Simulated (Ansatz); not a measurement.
Crystal: HfC.

```
CELL_PARAMETERS angstrom
2.43943 0.00000 0.00000
0.00000 4.69500 0.00000
0.00000 0.00000 2.56227
ATOMIC_POSITIONS crystal
Hf 0.00000 0.00000 0.00000
C 0.00000 0.50000 0.75000
```

The cell was built by a generator and needn't be a form met in nature.

A run of Ansatz 0.2.0 on this cell left the log below. Logs are shortened: lines on timing, memory, paths and dates and some standing lists are left out, and cuts for length are marked.

```text
Warning: RAYON_NUM_THREADS=2 ignored (pool sized by the plan → 2); use --threads N
Engine: ansatz 0.2.0, x86_64-unknown-linux-gnu
Pseudopotentials: kind: paw
Pseudopotential: Hf, paw, valence charge 26, recommended cutoff 420 eV (normal), Hf.paw.azcp
Pseudopotential: C, paw, valence charge 4, recommended cutoff 420 eV (normal), C.paw.azcp
Functional definition: PBE
  parameter kappa = 0.804
  parameter beta = 0.06672455060314922
  exchange = pbe_x(kappa = kappa, mu = beta*pi^2/3)
  correlation = pbe_c(beta = beta)
Crystal: 2 atoms, lattice volume = 29.346 Å³
Basis set: ecut = 420 eV, 559 PW (Γ), exchange–correlation on 36×64×36 points (8 copies of the dense FFT grid, shifted against one another)
Bands: 19, of which v1, the nominal top of the filled ones, is band 15 counted from 1 (14 counted from 0)
Symmetry: 4 space group operations
Space group: Pmm2 (ITA 25), of the structure as read, at distance tolerance 3.1e-5 Å
k-points: 144 of 660 (time reversal used)
Non-local potential: Hf, projectors of the file, l = 0: 3, l = 1: 2, l = 2: 2, l = 3: 3
Non-local potential: C, projectors of the file, l = 0: 2, l = 1: 2, l = 2: 1
PAW form: soft (Blöchl's): semilocal exchange-correlation on the pseudo side does not see the compensation charge
PAW one-centre angular grid: Hf, 590 points (default); XC on 64 Gauss nodes
PAW one-centre angular grid: C, 110 points (default); XC on 64 Gauss nodes
Initial density: superposition of atomic densities (neutral atoms: chi_scale 0, normalization atom), corrected by the library's trained network
Initial wavefunctions: pseudopotential atomic-orbital guess
Functional: x = pbe(κ = 0.804, μ = 0.2195149727645171), c = pbe(β = 0.06672455060314922)
SCF iter   1: F=—  HF=-15967.217858 eV  |F-HF|=—  |Δ(HF+E_count)|=         —  Δρ=7.60e-3  dr2=2.24e-2  ethr=1.77e-3  ⟨swp⟩=5.3  Hψ=11587  notcnv=0
preconditioner: auto → none  [metal: Δε(μ)=0.007 eV  Ē_g=16.395 eV  σ=0.023 eV  W_gap=0.17  n_scr=8 (ndim 8)  ℏωp=36.3 eV  f_vac=0.000  D(μ)=2.75/eV (n_scr^D=38)  sad-step TF]
SCF iter   2: F=—  HF=-15967.215370 eV  |F-HF|=—  |Δ(HF+E_count)|=   2.49e-3  Δρ=5.29e-3  dr2=1.67e-2  ethr=7.46e-5  ⟨swp⟩=2.1  Hψ=4657  notcnv=0  defer=11
SCF iter   3: F=—  HF=-15967.213736 eV  |F-HF|=—  |Δ(HF+E_count)|=   1.63e-3  Δρ=2.11e-3  dr2=1.97e-3  ethr=5.58e-5  ⟨swp⟩=3.0  Hψ=5113  notcnv=0  defer=11
SCF iter   4: F=—  HF=-15967.213249 eV  |F-HF|=—  |Δ(HF+E_count)|=   4.87e-4  Δρ=4.98e-4  dr2=9.68e-5  ethr=6.58e-6  ⟨swp⟩=2.5  Hψ=5083  notcnv=0  defer=11
SCF iter   5: F=—  HF=-15967.213255 eV  |F-HF|=—  |Δ(HF+E_count)|=   6.62e-6  Δρ=1.27e-4  dr2=5.84e-6  ethr=3.23e-7  ⟨swp⟩=2.1  Hψ=4451  notcnv=0  defer=11
SCF iter   6: F=—  HF=-15967.213254 eV  |F-HF|=—  |Δ(HF+E_count)|=   9.88e-7  Δρ=4.15e-5  dr2=2.87e-7  ethr=1.95e-8  ⟨swp⟩=2.2  Hψ=4666  notcnv=0  defer=11
SCF iter   7: F=-15967.213254 eV  HF=-15967.213254 eV  |F-HF|=5.54e-9  |Δ(HF+E_count)|=   1.30e-7  Δρ=7.14e-6  dr2=6.52e-9  ethr=3.33e-10  ⟨swp⟩=5.6  Hψ=12050  notcnv=0
SCF 1 converged in 7 iterations: F = -15967.213254 eV  dr2 = 6.52e-9
  greatest PAW one-centre occupation: 0.998 electrons in one spin orbital (limit 2), on the Hf atom at site 0 (counted from 0), in its partial waves of l = 0
SCF converged after 7 iterations
Free energy (F): -15967.213254 eV
Harris-Foulkes:  -15967.213254 eV  (|F-HF|=5.54e-9)
Internal energy: -15967.212658 eV  (E = F + TS)
E sigma→0 (E₀):  -15967.212956 eV
Entropy (-TS):   -0.000596 eV (-0.298 meV/atom)
Fermi energy:    16.645015 eV
--- Per-component energies (eV) ---
  E_band       = 8.729752
  E_kinetic    = 512.524075
  E_local      = -6534.453394  (includes V_loc(G=0)·N_el)
  E_nonlocal   = -1215.279247
  E_hartree    = 3080.799567
  E_xc         = -348.538148
  E_vxc        = -326.275131  (∫ρ·V_xc dr)
  E_paw        = -7028.423135  (= ΣΔE_a)
  E_vpaw       = 1410.615015  (= ΣTr[D̂ρ^β])
  E_aug_tail   = 0.000001  (compensation charges beyond the density's cutoff)
  E_ewald      = -4433.842378
  E_smearing   = -0.000596  (= −TS)
  E_closure    = 0.000000  (closes the sum)
  Σ components = -15967.213254   (vs F -15967.213254, Δ=0.00e0)
--- Forces (eV/Å), atoms counted from 1 ---
  atom   1  Hf     0.00000000     0.00000000     0.11137663
  atom   2  C      0.00000000     0.00000000    -0.11136888
  max |Σ_I F_I| component: 7.75e-6 eV/Å
--- Stress (GPa, compression-positive) ---
       56.345054       0.000000       0.000000
        0.000000     -50.486803       0.000000
        0.000000       0.000000      28.072985
  P = ⅓ Tr σ = 11.3104 GPa (113.104 kbar)
--- Band table (eV; the first three rows and the last of 144) ---
  k-point 0: bands = ["-44.9305", "-13.6664", "-12.3627", "-11.9137", "4.8245", "5.2871", "5.3539", "5.4277", "5.4299", "5.5077", "5.5722", "5.5984", "12.2484", "14.0905", "14.2629", "19.7064", "21.0542", "21.6779", "22.8517"]
  k-point 1: bands = ["-44.9062", "-13.6329", "-12.6513", "-11.8907", "5.0004", "5.2911", "5.3402", "5.4393", "5.4402", "5.5039", "5.5732", "5.5793", "12.6912", "14.0766", "14.6757", "19.0165", "21.1132", "21.7462", "21.9529"]
  k-point 2: bands = ["-44.8419", "-13.5440", "-13.3620", "-11.8301", "5.2910", "5.3004", "5.3947", "5.4699", "5.4704", "5.4940", "5.5767", "5.6671", "13.4971", "13.9790", "15.8161", "17.7433", "20.5117", "21.2666", "22.0522"]
  k-point 143: bands = ["-44.2568", "-15.1377", "-14.3997", "-12.8346", "5.3029", "5.3667", "5.3943", "5.4824", "5.5029", "5.5400", "5.5769", "10.5585", "12.2371", "14.2741", "14.9368", "16.3854", "17.9383", "19.5445", "23.5797"]
```

Q: Write the input and the command behind it.

A: Single point with PBE, no spin polarisation. The files as run (others can give the same):

input.yaml
```yaml
crystal:
  lattice:
    - [2.43942588, 0.0, 0.0]
    - [0.0, 4.69499661, 0.0]
    - [0.0, 0.0, 2.56227473]
  atoms:
    - { symbol: Hf, position: [0.0, 0.0, 0.0] }
    - { symbol: C, position: [0.0, 0.5, 0.75] }
hamiltonian:
  xc: pbe
  pseudopotentials: { kind: paw }
kpoints:
  mp_grid: { grid: [11, 6, 10] }
scf:
  occupations: { method: gaussian, width: 0.023 }
output:
  forces: true
  stress: true
  eigenvalues: true
```

Potentials or basis: Ansatz PAW.
Launch:
```console
$ ansatz run input.yaml --threads 2 --pin off --max-ram 5632MiB --backend cpu --events-out ev --progress --plain --runs-dir out
```
